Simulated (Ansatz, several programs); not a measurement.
NaF, NiAs type, relaxed with PBE in Ansatz (plane waves, PAW): the symmetry is P6_3/mmc (No. 194, hexagonal); a = 3.254 Å, c = 5.693 Å in the conventional setting, 13.05 Å³ an atom. Na is surrounded by 6 F at 2.36 Å; F is surrounded by 6 Na at 2.36 Å. The cell was then scaled with its shape and fractional coordinates held, which makes it stiffer than a relaxed compression. The structure was generated, not taken from experiment, and needn't be the ground state; spin polarisation is off.

```tsv
V (Å³/atom)	E (meV/atom)
12.264	7.36
12.655	1.73
13.047	0.00
13.830	5.69
```

Q: Pass a cubic E = c₀ + c₁u + c₂u² + c₃u³, with u = V − 12.949 Å³, through these points.

A: c₀ = 0.10, c₁ = -2.103, c₂ = 11.171, c₃ = -1.7960 (meV and Å³).

Q: Where is the minimum, and what bulk modulus follows?

A: dE/du = 0 at u = +0.096, so V₀ = 13.05 Å³. B = V₀ d²E/dV² = 13.05 × (2c₂ + 6c₃u) = 13.05 × 21.303 = 278 meV/Å³, and 1 meV/Å³ is 0.16022 GPa: 45 GPa. A third-order Birch-Murnaghan fit to all five points gives 13.05 Å³ and 44 GPa.

Q: Predict the energy and the pressure at the withheld volume, 13.438 Å³.

A: With u = +0.489: E ≈ 1.53 meV and P = −dE/dV ≈ -1.21 GPa. The run gives 1.42 meV and, from its stress, -1.20 GPa.
